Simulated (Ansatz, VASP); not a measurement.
## CaF3 in VASP and in Ansatz

The input INCAR:

```
PREC = Accurate ; ENCUT = 520
EDIFF = 1E-6 ; ISMEAR = 0
SIGMA = 0.15 ; LREAL = False
LASPH = True ; NELM = 100
ALGO = Normal ; ISIF = 2
LWAVE = False ; LCHARG = True
GGA = PS ; LELF = True
LVHAR = True ; NBANDS = 24
```

Contents of KPOINTS:

```
Automatic mesh
0
Gamma
  9 9 9
```

Contents of POSCAR:

```
CaF3
1.0
   -1.8994070000      1.8994070000      3.2226830000
    1.8994070000     -1.8994070000      3.2226830000
    1.8994070000      1.8994070000     -3.2226830000
Ca F
1 3
Direct
    0.0000000000      0.0000000000      0.0000000000
    0.7500000000      0.2500000000      0.5000000000
    0.2500000000      0.7500000000      0.5000000000
    0.5000000000      0.5000000000      0.0000000000
```

Input for Ansatz:

```yaml
crystal:
  lattice:
    - [-1.899407, 1.899407, 3.222683]
    - [1.899407, -1.899407, 3.222683]
    - [1.899407, 1.899407, -3.222683]
  atoms:
    - { symbol: Ca, position: [0.0, 0.0, 0.0] }
    - { symbol: F, position: [0.75, 0.25, 0.5] }
    - { symbol: F, position: [0.25, 0.75, 0.5] }
    - { symbol: F, position: [0.5, 0.5, 0.0] }
kpoints:
  mp_grid:
    grid: [9, 9, 9]
hamiltonian:
  xc: pbesol
scf:
  occupations:
    method: gaussian
    width: 0.15
basis:
  ecutwfc: 510
output:
  forces: true
  stress: true
  eigenvalues: true
```

The cell comes from a database or a generator and needn't be the stable form of this composition.

Alike in both runs: task single point; functional PBEsol; k mesh 9 × 9 × 9; occupations gaussian, width 0.15 eV; no spin polarisation.

```csv
,VASP,Ansatz
version,VASP 6.6.1,Ansatz 0.2.0
potentials or method,"VASP PAW PBE potentials, release 64 (Ca_sv, F)","plane waves, PAW"
plane-wave cutoff (eV),520,510
valence electrons in the cell,31,31
```

|  | VASP | Ansatz | Ansatz less VASP |
| --- | --- | --- | --- |
| gap on the k mesh at the Fermi level (eV) | none | none | - |
| pressure (GPa) | -3.6 | -3.5 | +0.11 |
| largest component of the traceless stress (GPa) | 0.79 | 0.82 | +0.025 |

A gap of «none» marks a metal or a gap that the smearing closes.

Caveats: the PAW data sets were made with another functional, which shifts forces and pressure a little (VASP); an odd number of electrons without spin polarisation forces a metal; a magnetic or distorted state may lie lower.
